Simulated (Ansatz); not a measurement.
# SnO2: a line through an energy map

The task here is to estimate one member of a computed series from the others.

Method: DFT PBE, scalar-relativistic, plane waves, PAW, in Ansatz 0.2.0.

17 further runs of the same task are left out: 17 set aside as unsound or not needed.

### The starting structure

Symmetry: Pbcn, No. 60, orthorhombic system. The conventional cell has a = 4.790 Å, b = 5.824 Å, c = 5.306 Å, α = 90.00°, β = 90.00°, γ = 90.00°. Around Sn (site symmetry 2) lie 6 O at 2.06 to 2.14 Å. O (site symmetry 1) is surrounded by 3 Sn at 2.06 to 2.14 Å.

Coordinates:

```cif
data_structure
_symmetry_space_group_name_H-M 'Pbcn'
_symmetry_Int_Tables_number 60
_cell_length_a 4.7904
_cell_length_b 5.8237
_cell_length_c 5.3055
_cell_angle_alpha 90.000
_cell_angle_beta 90.000
_cell_angle_gamma 90.000
_cell_volume 148.01
loop_
_atom_site_label
_atom_site_type_symbol
_atom_site_symmetry_multiplicity
_atom_site_Wyckoff_symbol
_atom_site_fract_x
_atom_site_fract_y
_atom_site_fract_z
_atom_site_occupancy
Sn1 Sn 4 c 0.50000 0.66517 0.75000 1
O1 O 8 d 0.73012 0.60706 0.07817 1
```

It goes back to an entry of the Materials Project, which need not be the stable form.

This cell was relaxed beforehand with the same method: volume 12.33 Å³/atom, gap on the mesh 1.00 eV.

### The scan

The energy is mapped over volume and the cell's shape.

First coordinate, volume per atom: 7 values from 10.36 to 14.31 Å³. Second coordinate, stretch along b over the lengths across it, relative to the relaxed cell: 7 values from 0.923 to 1.083.

Nothing else is relaxed (fractional coordinates fixed). Energies count from the relaxed crystal. Points are written as (first, second).

The first run:

Contents of input.yaml:

```yaml
crystal:
  lattice:
    - [4.642284288, 0.0, 0.0]
    - [0.0, 5.2090780569, 0.0]
    - [0.0, 0.0, 5.1415057028]
  atoms:
    - { symbol: Sn, position: [0.5, 0.6651654909, 0.75] }
    - { symbol: Sn, position: [0.0, 0.8348345091, 0.25] }
    - { symbol: Sn, position: [0.5, 0.3348345091, 0.25] }
    - { symbol: Sn, position: [0.0, 0.1651654909, 0.75] }
    - { symbol: O, position: [0.7301204267, 0.6070551964, 0.0781681515] }
    - { symbol: O, position: [0.2301204267, 0.8929448036, 0.9218318485] }
    - { symbol: O, position: [0.7698795733, 0.8929448036, 0.5781681515] }
    - { symbol: O, position: [0.2698795733, 0.6070551964, 0.4218318485] }
    - { symbol: O, position: [0.7301204267, 0.3929448036, 0.5781681515] }
    - { symbol: O, position: [0.2301204267, 0.1070551964, 0.4218318485] }
    - { symbol: O, position: [0.7698795733, 0.1070551964, 0.0781681515] }
    - { symbol: O, position: [0.2698795733, 0.3929448036, 0.9218318485] }
basis:
  ecutwfc: 520.0
kpoints:
  mp_grid: { grid: [6, 6, 6] }
hamiltonian:
  xc: pbe
  pseudopotentials: { kind: paw, azcp: { folder: soft_1 } }
scf:
  occupations: { method: gaussian, width: 0.05 }
output:
  forces: true
  stress: true
  eigenvalues: true
```

Started as:

```console
$ ansatz run input.yaml --threads 4 --pin off --max-ram 8192MiB --backend cpu --events-out ev --progress --plain --runs-dir out
```

Steps of the session up to this table: The run at (10.36 Å³, 0.923); The run at (11.02 Å³, 0.923); Point (12.33 Å³, 0.923); Grid point (12.99 Å³, 0.923); Grid point (13.65 Å³, 0.923); Grid point (14.31 Å³, 0.923).

One of the session's tables, all rows but one given; the rest of the session is left out.

| volume per atom (Å³) | energy (meV/atom) | slope (meV/atom per Å³) | pressure (GPa) | band gap on the k-mesh (eV) | largest force on an atom (eV/Å) |
| --- | --- | --- | --- | --- | --- |
| 10.36 | 276 | −299 | 48 | 2.70 | 0.84 |
| 11.02 | ? | ? | ? | ? | ? |
| 11.68 | 48 | −70 | 11 | 1.32 | 0.28 |
| 12.33 | 27 | 1 | 0 | 0.74 | 0.27 |
| 12.99 | 45 | 53 | −8 | 0.28 | 0.31 |
| 13.65 | 93 | 89 | −14 | 0.00 | 0.36 |
| 14.31 | 161 | 116 | −19 | 0.00 | 0.41 |

Estimate the missing values for volume per atom (Å³) = 11.02.

Worked estimate for «energy (meV/atom)». A straight line through the neighbours (10.36, 276) and (11.68, 48) gives 276 + (48 − 276) × (11.02 − 10.36) / (11.68 − 10.36) = 162; a parabola fitted to 3 rows on both sides gives 131.

As computed: energy (meV/atom): 125; slope (meV/atom per Å³): −167; pressure (GPa): 27; band gap on the k-mesh (eV): 1.98; largest force on an atom (eV/Å): 0.53. In «energy (meV/atom)» the line misses by +37 and the parabola by +6.

Energies count from the relaxed crystal. Rows without a step come from runs not printed here or follow by symmetry. Slopes come from the forces (and the stress, where the cell changes), not from differences of energies.

To keep in mind: This is one cut through a surface in two coordinates; the map's lowest point lies off it. A rigid map gives upper bounds: relaxing the other coordinates can only lower a point.
